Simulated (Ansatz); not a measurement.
**Co under changes of volume**

One of the cells (10.688 Å³/atom); the others are scaled copies at fixed shape and fractional positions:

```
Co
1.0
     2.47056    0.00000    0.00000
    -1.23528    2.13957    0.00000
     0.00000    0.00000    8.08823
Co
4
Direct
  0.66667 0.33333 0.75000
  0.00000 0.00000 0.50000
  0.33333 0.66667 0.25000
  0.00000 0.00000 0.00000
```

```yaml
Program: Ansatz 0.2.0
Functional: r2SCAN
Potentials_or_basis: Ansatz PAW
Cutoff: "500 eV (not typed: the program's choice for these potentials)"
k_mesh: 12 × 12 × 4
Occupations: fermi-dirac, width 0.05 eV
Spin: collinear spin, ferromagnetic start
Starting_moments: "[2.0, 2.0, 2.0, 2.0] μB"
```

| volume (Å³/atom) | energy over the lowest point (meV/atom) | pressure (GPa) | moment (μB per cell) |
| --- | --- | --- | --- |
| 10.047 | 30.02 | 16.3 | 7.01 |
| 10.261 | 12.43 | 10.1 | 7.04 |
| 10.475 | 2.72 | 4.6 | 7.06 |
| 10.688 | 0.00 | -0.4 | 7.07 |
| 10.902 | ? | ? | ? |
| 11.116 | 12.56 | -8.6 | 7.10 |
| 11.330 | 26.52 | -11.9 | 7.13 |

Question: What does the run at 10.902 Å³/atom give?

Answer: Energy over the lowest point 3.49 meV/atom; pressure -4.7 GPa; moment 7.09 μB per cell.

Worked out: A Birch-Murnaghan fit of order 3 (a polynomial in V^(-2/3)) to the other rows has its minimum at 10.67 Å³/atom with B0 = V·E''(V) = 235 GPa and B' = 4.9 at fixed shape and positions, which overstates the stiffness. It gives 3.51 meV/atom at 10.902 Å³/atom, against the run's 3.49, and -dE/dV = -4.8 GPa, against -4.7. A straight line through the other rows of the moment, of slope 0.0851 μB per Å³/atom, gives 7.09 μB, against the run's 7.09.

Energies are extrapolated to zero smearing.

Caveats: the magnetic or orbital state may not be the lowest; the PAW data sets come from PBE, with cores solved anew for the run's functional, which leaves a small shift of forces and pressure.
